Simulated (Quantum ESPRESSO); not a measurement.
# AlO (Pm-3m) in Quantum ESPRESSO: equation of state, part 2 of 2

Quantum ESPRESSO 7.5.

### 3 Single point, PBE, 10.19 Å³/atom

Contents of pw.in:

```
&CONTROL
  calculation = 'scf'
  prefix = 'pwscf'
  outdir = './tmp'
  pseudo_dir = './pseudo'
  tprnfor = .true.
  tstress = .true.
  disk_io = 'nowf'
/
&SYSTEM
  ibrav = 0
  nat = 2
  ntyp = 2
  ecutwfc = 55
  ecutrho = 440
  nbnd = 10
  occupations = 'smearing'
  smearing = 'fd'
  degauss = 0.00367493
/
&ELECTRONS
  conv_thr = 4d-10
  electron_maxstep = 120
  mixing_beta = 0.5
/
ATOMIC_SPECIES
Al    26.9815 Al.pbe-n-kjpaw_psl.1.0.0.UPF
O     15.9990 O.pbe-n-kjpaw_psl.0.1.UPF
CELL_PARAMETERS angstrom
   2.7317639256    0.0000000000    0.0000000000
   0.0000000000    2.7317639256    0.0000000000
   0.0000000000    0.0000000000    2.7317639256
ATOMIC_POSITIONS crystal
Al     0.5000000000    0.5000000000    0.5000000000
O      0.0000000000    0.0000000000    0.0000000000
K_POINTS automatic
10 10 10 0 0 0
```

Potentials or basis: SSSP 1.3 efficiency PBE.

Started as:

```console
$ OMP_NUM_THREADS=1 pw.x -in pw.in > pw.out
```

Wall time 9 s (1 thread of Arm Neoverse V2, shared host); peak memory 0.12 GiB.

Results (log left out):

```yaml
Free_energy: -1103.6969 eV
Pressure: 5.6 GPa
Band_gap_on_the_k_mesh: none (metal or under the smearing width)
```

Caveat: an odd number of electrons without spin polarisation forces a metal; a magnetic or distorted state may lie lower.

### 4 Single point, PBE, 10.41 Å³/atom

pw.in, as its differences from that of step 3:

```diff
@@ -29,5 +29,5 @@
 CELL_PARAMETERS angstrom
-   2.7317639256    0.0000000000    0.0000000000
-   0.0000000000    2.7317639256    0.0000000000
-   0.0000000000    0.0000000000    2.7317639256
+   2.7506042722    0.0000000000    0.0000000000
+   0.0000000000    2.7506042722    0.0000000000
+   0.0000000000    0.0000000000    2.7506042722
 ATOMIC_POSITIONS crystal
```

Potentials or basis: SSSP 1.3 efficiency PBE.

Started as:

```console
$ OMP_NUM_THREADS=1 pw.x -in pw.in > pw.out
```

pw.out:

```text
This program is part of the open-source Quantum ESPRESSO suite
     for quantum simulation of materials; please cite
         "P. Giannozzi et al., J. Phys.:Condens. Matter 21 395502 (2009);
         "P. Giannozzi et al., J. Phys.:Condens. Matter 29 465901 (2017);
         "P. Giannozzi et al., J. Chem. Phys. 152 154105 (2020);
     in publications or presentations arising from this work. More details at

     file Al.pbe-n-kjpaw_psl.1.0.0.UPF: wavefunction(s)  3S 3P renormalized
     file O.pbe-n-kjpaw_psl.0.1.UPF: wavefunction(s)  2P renormalized
     Message from routine setup:
     using ibrav=0 with symmetry is DISCOURAGED, use correct ibrav instead

     G-vector sticks info
     --------------------
     sticks:   dense  smooth     PW     G-vecs:    dense   smooth      PW
     Sum         949     481    149                21975     7809    1419

     Using Slab Decomposition

     bravais-lattice index     =            0
     lattice parameter (alat)  =       5.1979  a.u.
     unit-cell volume          =     140.4368 (a.u.)^3
     number of atoms/cell      =            2
     number of atomic types    =            2
     number of electrons       =         9.00
     number of Kohn-Sham states=           10
     kinetic-energy cutoff     =      55.0000  Ry
     charge density cutoff     =     440.0000  Ry
     scf convergence threshold =      4.0E-10
     mixing beta               =       0.5000
     number of iterations used =            8  plain     mixing
     Exchange-correlation= SLA  PW   PBX  PBC
                           (   1   4   3   4   0   0   0)

     celldm(1)=   5.197889  celldm(2)=   0.000000  celldm(3)=   0.000000
     celldm(4)=   0.000000  celldm(5)=   0.000000  celldm(6)=   0.000000

[... 110 lines left out ...]

     Initial potential from superposition of free atoms

     starting charge       8.9977, renormalised to       9.0000
     Starting wfcs are    8 randomized atomic wfcs +    2 random wfcs

     Self-consistent Calculation

     iteration #  1     ecut=    55.00 Ry     beta= 0.50
     Davidson diagonalization with overlap
     ethr =  1.00E-02,  avg # of iterations =  4.6

     total energy              =     -80.99653453 Ry
     estimated scf accuracy    <       0.31016792 Ry
[... 57 lines left out ...]
     iteration # 10     ecut=    55.00 Ry     beta= 0.50
     Davidson diagonalization with overlap
     ethr =  1.65E-11,  avg # of iterations =  2.1

     End of self-consistent calculation

          k = 0.0000 0.0000 0.0000 (   949 PWs)   bands (ev):

   -10.8153   5.6520   6.0477   6.0477   6.0477  16.1842  16.1842  21.8500
    21.8500  21.8500
[... 268 lines left out ...]
    -8.3777   3.7833   3.7833   4.2403  10.6451  11.6256  11.6256  16.0731
    22.9614  23.4180

          k =-0.5000-0.5000-0.5000 (   968 PWs)   bands (ev):

    -8.3102   3.9845   3.9845   3.9845  11.1986  11.1986  11.1986  15.2176
    23.3940  23.3940

     the Fermi energy is    10.5753 ev

!    total energy              =     -81.12104856 Ry
     total all-electron energy =      -636.110723 Ry
     estimated scf accuracy    <          6.7E-12 Ry
     smearing contrib. (-TS)   =      -0.00072639 Ry
     internal energy E=F+TS    =     -81.12032217 Ry

     The total energy is F=E-TS. E is the sum of the following terms:
     one-electron contribution =      -6.53758538 Ry
     hartree contribution      =       9.72742500 Ry
     xc contribution           =      -9.99050380 Ry
     ewald contribution        =     -30.11762832 Ry
     one-center paw contrib.   =     -44.20202965 Ry

     convergence has been achieved in  10 iterations

     Forces acting on atoms (cartesian axes, Ry/au):

     atom    1 type  1   force =     0.00000000    0.00000000    0.00000000
     atom    2 type  2   force =     0.00000000    0.00000000    0.00000000

     Total force =     0.000000     Total SCF correction =     0.000000

     Computing stress (Cartesian axis) and pressure

          total   stress  (Ry/bohr**3)                   (kbar)     P=       25.73
   0.00017488   0.00000000   0.00000000           25.73        0.00        0.00
   0.00000000   0.00017488   0.00000000            0.00       25.73        0.00
   0.00000000   0.00000000   0.00017488            0.00        0.00       25.73

=------------------------------------------------------------------------------=
   JOB DONE.
=------------------------------------------------------------------------------=
```

Wall time 9.2 s (1 thread of Arm Neoverse V2, shared host); peak memory 0.12 GiB.

What came out:

```
Free energy            : -1103.7081 eV
Pressure               : 2.6 GPa
Band gap on the k mesh : none (metal or under the smearing width)
```

Caveat: an odd number of electrons without spin polarisation forces a metal; a magnetic or distorted state may lie lower.

### 5 Single point, PBE, 10.62 Å³/atom

pw.in, as its differences from that of step 4:

```diff
@@ -29,5 +29,5 @@
 CELL_PARAMETERS angstrom
-   2.7506042722    0.0000000000    0.0000000000
-   0.0000000000    2.7506042722    0.0000000000
-   0.0000000000    0.0000000000    2.7506042722
+   2.7691900000    0.0000000000    0.0000000000
+   0.0000000000    2.7691900000    0.0000000000
+   0.0000000000    0.0000000000    2.7691900000
 ATOMIC_POSITIONS crystal
```

Started as:

```console
$ OMP_NUM_THREADS=1 pw.x -in pw.in > pw.out
```

It took 9.3 s on 1 thread of Arm Neoverse V2, shared host; peak memory 0.12 GiB.

Results (log left out):

- Free energy: -1103.7116 eV
- Pressure: -0.2 GPa
- Band gap on the k mesh: none (metal or under the smearing width)

Caveat: an odd number of electrons without spin polarisation forces a metal; a magnetic or distorted state may lie lower.

### 6 Single point, PBE, 10.83 Å³/atom

pw.in, as its differences from that of step 5:

```diff
@@ -29,5 +29,5 @@
 CELL_PARAMETERS angstrom
-   2.7691900000    0.0000000000    0.0000000000
-   0.0000000000    2.7691900000    0.0000000000
-   0.0000000000    0.0000000000    2.7691900000
+   2.7875295411    0.0000000000    0.0000000000
+   0.0000000000    2.7875295411    0.0000000000
+   0.0000000000    0.0000000000    2.7875295411
 ATOMIC_POSITIONS crystal
```

Potentials or basis: SSSP 1.3 efficiency PBE.

Started as:

```console
$ OMP_NUM_THREADS=1 pw.x -in pw.in > pw.out
```

Wall time 9.3 s (1 thread of Arm Neoverse V2, shared host); peak memory 0.13 GiB.

It converged, with:

```
Free energy            : -1103.7082 eV
Pressure               : -2.7 GPa
Band gap on the k mesh : none (metal or under the smearing width)
```

Caveat: an odd number of electrons without spin polarisation forces a metal; a magnetic or distorted state may lie lower.

### 7 Single point, PBE, 11.04 Å³/atom

pw.in, as its differences from that of step 6:

```diff
@@ -29,5 +29,5 @@
 CELL_PARAMETERS angstrom
-   2.7875295411    0.0000000000    0.0000000000
-   0.0000000000    2.7875295411    0.0000000000
-   0.0000000000    0.0000000000    2.7875295411
+   2.8056308895    0.0000000000    0.0000000000
+   0.0000000000    2.8056308895    0.0000000000
+   0.0000000000    0.0000000000    2.8056308895
 ATOMIC_POSITIONS crystal
```

Started as:

```console
$ OMP_NUM_THREADS=1 pw.x -in pw.in > pw.out
```

It took 9.3 s on 1 thread of Arm Neoverse V2, shared host; peak memory 0.13 GiB.

The run converged. Its results:

- Free energy: -1103.6984 eV
- Pressure: -5.0 GPa
- Band gap on the k mesh: none (metal or under the smearing width)

Caveat: an odd number of electrons without spin polarisation forces a metal; a magnetic or distorted state may lie lower.

### 8 Single point, PBE, 11.25 Å³/atom

pw.in, as its differences from that of step 7:

```diff
@@ -29,5 +29,5 @@
 CELL_PARAMETERS angstrom
-   2.8056308895    0.0000000000    0.0000000000
-   0.0000000000    2.8056308895    0.0000000000
-   0.0000000000    0.0000000000    2.8056308895
+   2.8235016317    0.0000000000    0.0000000000
+   0.0000000000    2.8235016317    0.0000000000
+   0.0000000000    0.0000000000    2.8235016317
 ATOMIC_POSITIONS crystal
```

Started as:

```console
$ OMP_NUM_THREADS=1 pw.x -in pw.in > pw.out
```

Run time: 9.3 s. Hardware: 1 thread of Arm Neoverse V2, shared host; peak memory 0.13 GiB.

It converged, with:

| Quantity | Value |
| --- | --- |
| Free energy | -1103.6828 eV |
| Pressure | -7.0 GPa |
| Band gap on the k mesh | none (metal or under the smearing width) |

Caveat: an odd number of electrons without spin polarisation forces a metal; a magnetic or distorted state may lie lower.

### 9 Equation of state, PBE

Potentials or basis: SSSP 1.3 efficiency PBE.

This step only gathers the single runs of the series.

Results:

| Item | Value |
| --- | --- |
| Equilibrium volume | 10.62 Å³/atom |
| Bulk modulus | 131 GPa |
| Pressure derivative of the bulk modulus | 3.6 |

Energy against volume, from the lowest point:
```csv
volume (Å³/atom),energy (meV/atom)
9.981,17.14
10.193,7.37
10.405,1.76
10.618,0.00
10.830,1.73
11.042,6.62
11.255,14.40
```
